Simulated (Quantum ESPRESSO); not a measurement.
# P under changes of volume

One of the cells (20.458 Å³/atom); the others are scaled copies at fixed shape and fractional positions:

```
P
1.0
     1.64774   -5.46504    0.00000
     1.64774    5.46504    0.00000
     0.00000    0.00000    4.54364
P
4
Direct
  0.90414 0.09586 0.58882
  0.09586 0.90414 0.41118
  0.59586 0.40414 0.08882
  0.40414 0.59586 0.91118
```

| Item | Value |
| --- | --- |
| Program | Quantum ESPRESSO 7.5 |
| Functional | r2SCAN |
| Potentials or basis | SG15 PBE 1.2 |
| Cutoff | 599 eV |
| Density cutoff | 2395 eV |
| k mesh | 6 × 6 × 4 |
| Occupations | fermi-dirac, width 0.05 eV |
| Spin | no spin polarisation |

```tsv
volume (Å³/atom)	energy over the lowest point (meV/atom)	pressure (GPa)	gap on the mesh (eV)
19.230	33.43	6.8	0.11
19.639	17.97	4.7	0.14
20.049	7.57	2.8	0.18
20.458	1.70	1.1	0.21
20.867	0.00	-0.4	0.25
21.276	1.95	-1.8	0.29
21.685	?	?	?
```

**Question.** What does the run at 21.685 Å³/atom give?

**Answer.** Energy over the lowest point 7.28 meV/atom; pressure -3.0 GPa; gap on the mesh 0.34 eV.

Worked out: A Birch-Murnaghan fit of order 3 (a polynomial in V^(-2/3)) to the other rows has its minimum at 20.85 Å³/atom with B0 = V·E''(V) = 74 GPa and B' = 4.3 at fixed shape and positions, which overstates the stiffness. It gives 7.26 meV/atom at 21.685 Å³/atom, against the run's 7.28, and -dE/dV = -2.7 GPa, against -3.0. A straight line through the other rows of the gap, of slope 1.78 eV per unit of ln V (its deformation potential), extrapolates to 0.32 eV, against the run's 0.34.

Energies are extrapolated to zero smearing.

Caveats: the potentials were made for another functional, which shifts forces and pressure.

A mesh can miss the band edges.
